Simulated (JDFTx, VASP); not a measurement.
This is a calculation of WC (Qusongite) for JDFTx 1.7.0 (patched build). 

The input WC.in:

```
lattice \
    2.9065000000    -1.4532500000     0.0000000000 \
    0.0000000000     2.5171028361     0.0000000000 \
    0.0000000000     0.0000000000     2.8366000000
latt-scale 1.889726124626 1.889726124626 1.889726124626
coords-type Lattice
ion W      0.0000000000     0.0000000000     0.0000000000 1
ion C      0.6666666667     0.3333333333     0.5000000000 1

ion-species pseudo/W.upf
ion-species pseudo/C.upf
elec-cutoff 41 328
elec-ex-corr gga-PBEsol
kpoint-folding 10 10 9
elec-smearing Fermi 0.0018374661
elec-n-bands 15
electronic-SCF nIterations 100 energyDiffThreshold 1e-09
electronic-minimize nIterations 30 energyDiffThreshold 1e-7
forces-output-coords Cartesian
lattice-minimize nIterations 40 energyDiffThreshold 1e-6

dump-name run.$VAR
dump End Ecomponents EigStats BandEigs Kpoints Forces Stress
```

Potentials or basis: PseudoDojo-SR-PBEsol-0.4.1-standard.

The run is started by

```bash
$ jdftx -c 1 -i WC.in -o WC.out
```

Question: Translate it to VASP 6.6.1. Potentials or basis there: PBE PAW files C, W_sv, 600 eV.

Answer: As run (cutoffs and basis follow the program's own potentials, and thresholds, step limits or extra output files can differ):

INCAR

```
PREC = Accurate
ENCUT = 600
EDIFF = 1E-6
ISMEAR = -1
SIGMA = 0.05
LREAL = F
LASPH = T
NELM = 80
ALGO = Normal
ISIF = 3
LWAVE = F
LCHARG = F
GGA = PS
IBRION = 2
NSW = 40
EDIFFG = -0.005
```

KPOINTS

```
regular mesh
0
Gamma
  10 10 9
```

POSCAR

```
WC
1.0
    2.9065000000      0.0000000000      0.0000000000
   -1.4532500000      2.5171028361      0.0000000000
    0.0000000000      0.0000000000      2.8366000000
W C
1 1
Direct
    0.0000000000      0.0000000000      0.0000000000
    0.6666666667      0.3333333333      0.5000000000
```

Potentials or basis: VASP PAW PBE potentials, release 64 (W_sv, C).

Command:

```bash
$ cat potpaw_PBE.64/W_sv/POTCAR potpaw_PBE.64/C/POTCAR > POTCAR
$ mpirun -np 1 vasp_std > vasp.out
```

Both were run:

|  | JDFTx | VASP |
| --- | --- | --- |
| Relaxed volume | 10.30 Å³/atom | 10.32 Å³/atom |
| Relaxed cell | a = 2.900 Å, b = 2.900 Å, c = 2.827 Å, α = 90.00°, β = 90.00°, γ = 120.00° | a = 2.902 Å, b = 2.902 Å, c = 2.830 Å, α = 90.00°, β = 90.00°, γ = 120.00° |
| Space group after relaxing | P-6m2 (No. 187) | P-6m2 (No. 187) |
| Pressure after relaxing | 0.0 GPa | 0.0 GPa |

VASP's potentials were made for PBE.

Pressure is positive in compression.
